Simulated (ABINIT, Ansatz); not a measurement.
# BP (F-43m): from Born charge to LO-TO splitting

How high does the longitudinal optical mode of BP (F-43m) lie, given the transverse one, the Born charge and ε∞?

Method: DFT LDA, scalar-relativistic, plane waves, PseudoDojo norm-conserving pseudopotentials, in ABINIT 10.8.3.

**1. Set-up**

It takes space group F-43m (No. 216, cubic). The conventional cell has a = 4.487 Å, b = 4.487 Å, c = 4.487 Å, α = 90.00°, β = 90.00°, γ = 90.00°. B has 4 P at 1.94 Å nearest. Nearest to P lie 4 B at 1.94 Å. Farther neighbours are not listed.

This is the cell after its relaxation at this level of theory, not the database cell from which that began.

**2. What the response run gave**

A linear-response run on the relaxed cell, with the response to an electric field; only its zone-centre results are used. Cutoff 34 Ha, k mesh 8×8×8 with shifts.

Numbers of over 12 decimals in the logs are rounded to 6 here.

The program printed:

```text
[banners, grids, parts of the stress and lines that vanish by symmetry left out]
- input  file    -> dfpt_gamma.abi
- output file    -> dfpt_gamma.abo
- root for input  files -> dfpt_gammai
[...]
DATASET    1 : space group F-4 3 m (#216); Bravais cF (face-center cubic)
[...]
nfft =       32768          nkpt =        1024
[...]
DATASET    2 : space group F-4 3 m (#216); Bravais cF (face-center cubic)
[...]
nfft =       32768          nkpt =        1024
[...]
== DATASET  1 ==================================================================
[...]
cutoff_energies: {ecut:  34.0, pawecutdg:  -1.0, }
[...]
- 15.00000   5.00000  180309                  znucl, zion, pspdat
[...]
Perturbation : derivative vs k along direction   1
[...]
-ETOT  1  -12.674449179091     -1.267E+01 5.248E-01 0.000E+00
 ETOT  2  -12.710850453025     -3.640E-02 3.963E-03 0.000E+00
 ETOT  3  -12.711083118152     -2.327E-04 8.506E-05 0.000E+00
 ETOT  4  -12.711085524031     -2.406E-06 1.336E-06 0.000E+00
 ETOT  5  -12.711085556164     -3.213E-08 3.080E-08 0.000E+00
[...]
At SCF step   13   max residual=  9.98E-21 < tolwfr=  1.00E-20 =>converged.
[...]
Perturbation : derivative vs k along direction   2
[...]
-ETOT  1  -12.674449178947     -1.267E+01 5.248E-01 0.000E+00
[...]
At SCF step   13   max residual=  9.98E-21 < tolwfr=  1.00E-20 =>converged.
[...]
Perturbation : derivative vs k along direction   3
[...]
-ETOT  1  -12.674449178803     -1.267E+01 5.248E-01 0.000E+00
[...]
At SCF step   13   max residual=  9.98E-21 < tolwfr=  1.00E-20 =>converged.
[...]
1        1       2.3913563738   -0.0000000000
     1        2      -1.1956781869    0.0000000000
     1        3      -1.1956781869    0.0000000000
     2        1      -1.1956781869    0.0000000000
     2        2       2.3913563738   -0.0000000000
     2        3       1.1956781869   -0.0000000000
     3        1      -1.1956781869    0.0000000000
     3        2       1.1956781869   -0.0000000000
     3        3       2.3913563738   -0.0000000000
[...]
== DATASET  2 ==================================================================
[...]
cutoff_energies: {ecut:  34.0, pawecutdg:  -1.0, }
[...]
Perturbation : displacement of atom   1   along direction   1
[...]
-ETOT  1   8.157144     -2.232E+02 7.696E-01 1.790E+03
[...]
At SCF step    9       vres2   =  5.49E-12 < tolvrs=  1.00E-10 =>converged.
[...]
Perturbation : displacement of atom   2   along direction   1
[...]
-ETOT  1   7.495152     -1.173E+02 8.321E-01 1.523E+02
[...]
At SCF step    8       vres2   =  7.60E-11 < tolvrs=  1.00E-10 =>converged.
[...]
Perturbation : homogeneous electric field along direction   1
[...]
-ETOT  1  -158.44388979090     -1.584E+02 1.941E+01 1.037E+04
[...]
ETOT  8  -162.55222348339     -1.438E-11 4.951E-12 2.374E-10
 ETOT  9  -162.55222348339      1.705E-13 6.174E-14 5.191E-12
 At SCF step    9       vres2   =  5.19E-12 < tolvrs=  1.00E-10 =>converged.
[...]
Dielectric tensor, in cartesian coordinates,
[...]
1    4   1    4         9.1358839562        -0.0000000000
   1    4   2    4         0.0000000000        -0.0000000000
   1    4   3    4        -0.0000000000        -0.0000000000
   2    4   1    4         0.0000000000        -0.0000000000
   2    4   2    4         9.1358839562        -0.0000000000
   2    4   3    4         0.0000000000        -0.0000000000
   3    4   1    4        -0.0000000000        -0.0000000000
   3    4   2    4         0.0000000000        -0.0000000000
   3    4   3    4         9.1358839562        -0.0000000000
  Effective charges, in cartesian coordinates,
[...]
1    1   1    4        -0.6426297745         0.0000000000
   2    1   1    4        -0.0000000000         0.0000000000
   3    1   1    4         0.0000000000         0.0000000000
   1    2   1    4         0.6427818130         0.0000000000
   2    2   1    4         0.0000000000         0.0000000000
[...]
Effective charges, in cartesian coordinates,
[...]
2    4   1    2         0.0000000000         0.0000000000
   3    4   1    2         0.0000000000         0.0000000000
   1    4   2    2         0.0000000000         0.0000000000
   2    4   2    2         0.6427818518         0.0000000000
   3    4   2    2         0.0000000000         0.0000000000
   1    4   3    2        -0.0000000000         0.0000000000
   2    4   3    2         0.0000000000         0.0000000000
   3    4   3    2         0.6427818518         0.0000000000
  Phonon wavevector (reduced coordinates) :  0.00000  0.00000  0.00000
 Phonon energies in Hartree :
[...]
Phonon frequencies in cm-1    :
-  2.432142E-01  2.432144E-01  2.432149E-01  8.211129E+02  8.211129E+02
-  8.211129E+02
  Phonon at Gamma, with non-analyticity in the
[...]
Phonon energies in Hartree :
[...]
Phonon frequencies in cm-1    :
-  2.432142E-01  2.432144E-01  2.434813E-01  8.211129E+02  8.211129E+02
-  8.285625E+02
  Phonon at Gamma, with non-analyticity in the
[...]
Phonon energies in Hartree :
[...]
Phonon frequencies in cm-1    :
-  2.432142E-01  2.432149E-01  2.434808E-01  8.211129E+02  8.211129E+02
-  8.285625E+02
  Phonon at Gamma, with non-analyticity in the
[...]
Phonon energies in Hartree :
[...]
Phonon frequencies in cm-1    :
-  2.432144E-01  2.432149E-01  2.434806E-01  8.211129E+02  8.211129E+02
-  8.285625E+02
[...]
fcart2     0.0000000000E+00  0.0000000000E+00  0.0000000000E+00
           strten2     0.0000000000E+00  0.0000000000E+00  0.0000000000E+00
================================================================================
```

```csv
quantity,value
cell volume Ω (Å³),22.588
mass of B (u),10.810
mass of P (u),30.974
"Born charge of B, raw (e)",-0.643
"Born charge of P, raw (e)",0.643
ε∞,9.136
ω(TO) after the sum rule (cm⁻¹),821.1
```

**3. The calculation**

The charges must sum to zero over the cell; taking off their mean, 0.000 e, leaves Z* = -0.643 e on B. In the polar mode B moves against P, so the reduced mass is μ = 10.81 × 30.97 / 41.78 = 8.013 u.

A longitudinal wave builds up a field that adds to the restoring force: ω(LO)² = ω(TO)² + 4π Z*² / (μ Ω ε∞), in Hartree atomic units. With μ = 14607 electron masses and Ω = 152.43 bohr³ the second term is 2.5517e-07 Ha², or 12291 cm⁻² (1 Ha = 219474.6 cm⁻¹).

So ω(LO) = √(674222 + 12291) = 828.6 cm⁻¹, and by the Lyddane-Sachs-Teller relation ε₀ = ε∞ (ω(LO)/ω(TO))² = 9.30.

**4. Check against the program**

The analysis program adds the same non-analytic term to the full matrix.

The program printed:

```text
[banners, grids, parts of the stress and lines that vanish by symmetry left out]
-outvars_anaddb: echo values of input variables ----------------------

 Flags :
[...]
Dielectric Tensor and Effective Charges
[...]
Effective charge tensors after
[...]
Phonon wavevector (reduced coordinates) :  0.00000  0.00000  0.00000
 Phonon energies in Hartree :
[...]
Phonon energies in meV     :
-  0.000000E+00  0.000000E+00  0.000000E+00  1.018050E+02  1.018050E+02
-  1.018050E+02
 Phonon frequencies in cm-1    :
-  0.000000E+00  0.000000E+00  0.000000E+00  8.211129E+02  8.211129E+02
-  8.211129E+02
 Phonon frequencies in Thz     :
-  0.000000E+00  0.000000E+00  0.000000E+00  2.461634E+01  2.461634E+01
-  2.461634E+01
 Phonon energies in Kelvin  :
-  0.000000E+00  0.000000E+00  0.000000E+00  1.181398E+03  1.181398E+03
-  1.181398E+03
[...]
-  1  0.00000000E+00  5.08270958E-07  3.62335573E-03
-     0.00000000E+00  0.00000000E+00  0.00000000E+00
-  2  0.00000000E+00  5.08270965E-07  3.62335578E-03
-     0.00000000E+00  0.00000000E+00  0.00000000E+00
[...]
-  1  0.00000000E+00  3.62335573E-03 -5.08270958E-07
-     0.00000000E+00  0.00000000E+00  0.00000000E+00
-  2  0.00000000E+00  3.62335578E-03 -5.08270966E-07
-     0.00000000E+00  0.00000000E+00  0.00000000E+00
[...]
-  1  3.62335576E-03  0.00000000E+00  0.00000000E+00
-     0.00000000E+00  0.00000000E+00  0.00000000E+00
-  2  3.62335582E-03  0.00000000E+00  0.00000000E+00
-     0.00000000E+00  0.00000000E+00  0.00000000E+00
[...]
-  1  2.92496519E-07 -3.02776115E-07  6.13302914E-03
-     0.00000000E+00  0.00000000E+00  0.00000000E+00
-  2 -1.02092210E-07  1.05680173E-07 -2.14065624E-03
-     0.00000000E+00  0.00000000E+00  0.00000000E+00
[...]
-  1  5.53419394E-07 -6.13302912E-03 -3.02802508E-07
-     0.00000000E+00  0.00000000E+00  0.00000000E+00
-  2 -1.93164039E-07  2.14065624E-03  1.05689385E-07
-     0.00000000E+00  0.00000000E+00  0.00000000E+00
[...]
-  1  6.13302912E-03  5.53433834E-07 -2.92469196E-07
-     0.00000000E+00  0.00000000E+00  0.00000000E+00
-  2 -2.14065624E-03 -1.93169079E-07  1.02082673E-07
-     0.00000000E+00  0.00000000E+00  0.00000000E+00
[...]
-     1          0.000000     0.000000     0.000000     0.000000
-     2          0.000000     0.000000    -0.000000     0.000000
-     3          0.000000    -0.000000     0.000000     0.000000
-     4         -0.000039     0.000040    -0.818603     0.818603
-     5         -0.000074     0.818603     0.000040     0.818603
-     6         -0.818603    -0.000074     0.000039     0.818603
[...]
-   1     Real    0.0000E+00  0.0000E+00  0.0000E+00  0.0000E+00  0.0000E+00  0.0000E+00  0.0000E+00
[...]
-  1.027288E+02
 Phonon frequencies in cm-1    :
-  0.000000E+00  0.000000E+00  0.000000E+00  8.211129E+02  8.211129E+02
-  8.285633E+02
 Phonon frequencies in Thz     :
-  0.000000E+00  0.000000E+00  0.000000E+00  2.461634E+01  2.461634E+01
-  2.483970E+01
 Phonon energies in Kelvin  :
-  0.000000E+00  0.000000E+00  0.000000E+00  1.181398E+03  1.181398E+03
-  1.192118E+03
[...]
-  1  0.00000000E+00  5.07202027E-07  3.62335573E-03
-     0.00000000E+00  0.00000000E+00  0.00000000E+00
-  2  0.00000000E+00  5.07202035E-07  3.62335578E-03
-     0.00000000E+00  0.00000000E+00  0.00000000E+00
[...]
Phonon at Gamma, with non-analyticity in the
[...]
Phonon energies in Hartree :
[...]
Phonon energies in meV     :
-  0.000000E+00  0.000000E+00  0.000000E+00  1.018050E+02  1.018050E+02
-  1.027288E+02
 Phonon frequencies in cm-1    :
-  0.000000E+00  0.000000E+00  0.000000E+00  8.211129E+02  8.211129E+02
-  8.285633E+02
 Phonon frequencies in Thz     :
-  0.000000E+00  0.000000E+00  0.000000E+00  2.461634E+01  2.461634E+01
-  2.483970E+01
 Phonon energies in Kelvin  :
-  0.000000E+00  0.000000E+00  0.000000E+00  1.181398E+03  1.181398E+03
-  1.192118E+03
[...]
Phonon at Gamma, with non-analyticity in the
[...]
Phonon energies in Hartree :
[...]
Phonon energies in meV     :
-  0.000000E+00  0.000000E+00  0.000000E+00  1.018050E+02  1.018050E+02
-  1.027288E+02
 Phonon frequencies in cm-1    :
-  0.000000E+00  0.000000E+00  0.000000E+00  8.211129E+02  8.211129E+02
-  8.285633E+02
 Phonon frequencies in Thz     :
-  0.000000E+00  0.000000E+00  0.000000E+00  2.461634E+01  2.461634E+01
-  2.483970E+01
 Phonon energies in Kelvin  :
-  0.000000E+00  0.000000E+00  0.000000E+00  1.181398E+03  1.181398E+03
-  1.192118E+03
[...]
-  1  3.64558226E-07 -3.62335445E-03 -3.05872198E-06
-     0.00000000E+00  0.00000000E+00  0.00000000E+00
-  2  3.64558558E-07 -3.62335451E-03 -3.05872170E-06
-     0.00000000E+00  0.00000000E+00  0.00000000E+00
[...]
-  1  3.62335574E-03  3.64562329E-07  0.00000000E+00
-     0.00000000E+00  0.00000000E+00  0.00000000E+00
-  2  3.62335580E-03  3.64562008E-07  0.00000000E+00
-     0.00000000E+00  0.00000000E+00  0.00000000E+00
[...]
-  1  1.15156478E-03  3.64469711E-03 -4.79626189E-03
-     0.00000000E+00  0.00000000E+00  0.00000000E+00
-  2 -4.01939119E-04 -1.27213543E-03  1.67407454E-03
-     0.00000000E+00  0.00000000E+00  0.00000000E+00
[...]
-  1  4.87338995E-03 -3.43397933E-03 -1.43941063E-03
-     0.00000000E+00  0.00000000E+00  0.00000000E+00
-  2 -1.70099512E-03  1.19858705E-03  5.02408072E-04
-     0.00000000E+00  0.00000000E+00  0.00000000E+00
[...]
Direction                     Dielectric constant
[...]
0.00000   0.00000   1.00000      9.30242609
   1.00000   1.00000   1.00000      9.30242609
-
```

```csv
quantity,by hand,program
ω(LO) (cm⁻¹),828.6,828.6
ε₀,9.30,9.30
```

**5. What came out**

| Property | Result |
| --- | --- |
| TO mode | 821.1 cm⁻¹ |
| LO mode | 828.6 cm⁻¹ |
| static dielectric constant | 9.302 |

In words: The LO mode of BP (F-43m) lies at 829 cm⁻¹, 7 cm⁻¹ above the TO mode; the formula meets the program within 0.1 cm⁻¹, as it must for a cubic crystal with one polar mode. ω(LO)² − ω(TO)² goes with Z*²/ε∞: an error of 5 % in ε∞ would move the LO mode by 0.4 cm⁻¹, and semilocal functionals tend to overestimate ε∞. These are harmonic values at zero temperature, at the volume of this functional, for the structure held cubic; stability elsewhere in the zone is no part of this calculation.

[Host names and launcher messages were left out of these logs when they were recorded.]

[Logs are printed without paths, hosts, clocks, repeated set-up lines and the standing remarks that a program may print on its own settings, such as how far it seeks lower states.]

[Hosts, paths, dates, database ids (printed as entryN), source tags and the programs' standing remarks are cut or masked in the printed files.]
